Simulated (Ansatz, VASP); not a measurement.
One calculation of NaCl, two programs

Contents of INCAR:

```
  PREC = Accurate
  ENCUT = 520
  EDIFF = 1E-6
  ISMEAR = -1
  SIGMA = 0.02
  LREAL = F
  LASPH = T
  NELM = 60
  ALGO = Normal
  ISIF = 2
  LWAVE = F
  LCHARG = F
  GGA = PS
  NBANDS = 14
```

The input KPOINTS:

```
regular mesh
0
Gamma
  8 8 8
```

POSCAR

```
NaCl
1.0
    2.8886000000      0.0000000000      0.0000000000
    0.0000000000      2.8886000000      0.0000000000
    0.0000000000      0.0000000000      2.8600000000
Na Cl
1 1
Direct
    0.0000000000      0.0000000000      0.0000000000
    0.5000000000      0.5000000000      0.5000000000
```

Input for Ansatz:

```yaml
crystal:
  lattice:
    - [2.8886, 0.0, 0.0]
    - [0.0, 2.8886, 0.0]
    - [0.0, 0.0, 2.86]
  atoms:
    - { symbol: Na, position: [0.0, 0.0, 0.0] }
    - { symbol: Cl, position: [0.5, 0.5, 0.5] }
kpoints:
  mp_grid: { grid: [8, 8, 8] }
  band_path:
    path:
      - [0.0, 0.0, 0.0]
      - [0.0, 0.5, 0.0]
      - [0.5, 0.5, 0.0]
      - [0.0, 0.0, 0.0]
      - [0.0, 0.0, 0.5]
      - [0.0, 0.5, 0.5]
      - [0.5, 0.5, 0.5]
      - [0.0, 0.0, 0.5]
      - [0.0, 0.5, 0.0]
    npoints: 5
scf:
  occupations: { method: fermi_dirac, width: 0.02 }
hamiltonian:
  xc: pbesol
  pseudopotentials: { kind: all_electron, lapw: { basis_error: 0.00025 } }
output:
  forces: true
  stress: true
  eigenvalues: true
```

Change from the starting cell: equal xx and yy strain of +1 %.

Alike in both runs: task single point; functional PBEsol; k mesh 8 × 8 × 8; occupations fermi-dirac, width 0.02 eV; no spin polarisation.

|  | VASP | Ansatz |
| --- | --- | --- |
| version | VASP 6.6.1 | Ansatz 0.2.0 |
| potentials or method | VASP PAW PBE potentials, release 64 (Na_pv, Cl) | all-electron LAPW, scalar-relativistic |
| plane-wave cutoff (eV) | 520 | see its input |

|  | VASP | Ansatz | Ansatz less VASP |
| --- | --- | --- | --- |
| gap on the k mesh at the Fermi level (eV) | 4.19 | 4.14 | -0.050 |
| pressure (GPa) | 55.4 | 54.8 | -0.58 |
| largest component of the traceless stress (GPa) | 1.64 | 1.65 | +0.007 |

Ansatz ran all-electron here, so the differences hold the error of VASP's frozen core and of both bases.

Caveats: so large a pressure means that the cell lies far from this level's equilibrium, or that cutoff or potentials fall short (VASP); the potentials were made for another functional, which shifts forces and pressure (VASP). A k mesh can miss the band edges.
